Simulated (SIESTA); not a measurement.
PbS (Galena):

```
Pb S
1.0
     0.00000    2.96575    2.96575
     2.96575    0.00000    2.96575
     2.96575    2.96575    0.00000
Pb S
1 1
Direct
  0.00000 0.00000 0.00000
  0.50000 0.50000 0.50000
```

Base run:

| Item | Value |
| --- | --- |
| Program | SIESTA 5.4.2 |
| Functional | PBE |
| Potentials or basis | PseudoDojo 0.4 standard (PBE files) |
| Basis | DZP (energy shift 0.002 Ry) |
| Grid cutoff | 500 Ry |
| Energy shift | 0.002 Ry |
| k mesh | 8 × 8 × 8 |
| Occupations | fermi-dirac, width 0.05 eV |
| Spin | no spin polarisation |

Its results: band gap on the k mesh 0.42 eV, direct; pressure 3.0 GPa.

Question: After a change of settings the same cell gave: band gap on the k mesh 0.11 eV, direct; pressure 0.3 GPa. Which change was it?
A. basis from DZP (energy shift 0.002 Ry) to DZP (energy shift 0.003 Ry; two zetas on semicore shells); energy shift from 0.002 Ry to 0.003 Ry
B. functional from PBE to vdW-DF; basis from DZP (energy shift 0.002 Ry) to DZP (energy shift 0.002 Ry; radii capped at 9.5 bohr)
C. functional from PBE to PW91
D. potentials or basis from PseudoDojo 0.4 standard (PBE files) to PseudoDojo 0.4 stringent (PBE files); valence electrons from 20 to 28

Answer: D.

Caveats: semicore shells carry a single zeta, which can move pressures by several GPa and volumes by a few percent; spin-orbit coupling is left out, which as a rule narrows the gap of such compounds by several tenths of an eV; the basis of atomic orbitals isn't converged, which shifts pressures, moduli and gaps; the valence orbitals were made in a potential fitted to the semicore shell under them, which widens gaps by tenths of an eV or more (some runs).

Not every run made on this cell is shown here.
